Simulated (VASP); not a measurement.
Crystal: I.

```xyz
4
Lattice="3.6350 -2.3950 0.0000 3.6350 2.3950 0.0000 0.0000 0.0000 9.7934" Properties=species:S:1:pos:R:3 pbc="T T T"
I     3.6350   -0.7152    3.7646
I     3.6350    1.6799    1.1321
I     3.6350    0.7152    6.0288
I     3.6350   -1.6799    8.6613
```

Base run:

| Quantity | Value |
| --- | --- |
| Program | VASP 6.6.1 |
| Functional | PBE |
| Potentials or basis | VASP PAW PBE potentials, release 64 (I) |
| Cutoff | 520 eV |
| k mesh | 8 × 8 × 4 |
| Occupations | gaussian, width 0.02 eV |
| Spin | no spin polarisation |

Its results: band gap on the k mesh 1.30 eV, indirect (least direct gap 1.41 eV); pressure 1.8 GPa; largest force 0.844 eV/Å.

Q: The run is repeated on the same cell with these changes: functional from PBE to PBEsol. What comes out?

A: Band gap on the k mesh 1.26 eV, indirect (least direct gap 1.37 eV); pressure 0.1 GPa; largest force 0.765 eV/Å.

PBEsol binds more tightly than PBE, so the same cell stands under less pressure.

Caveats: spin-orbit coupling is left out, which moves the levels of the heavy elements; the PAW data sets were made with another functional, which shifts forces and pressure a little (some runs).

Not every run made on this cell is shown here.
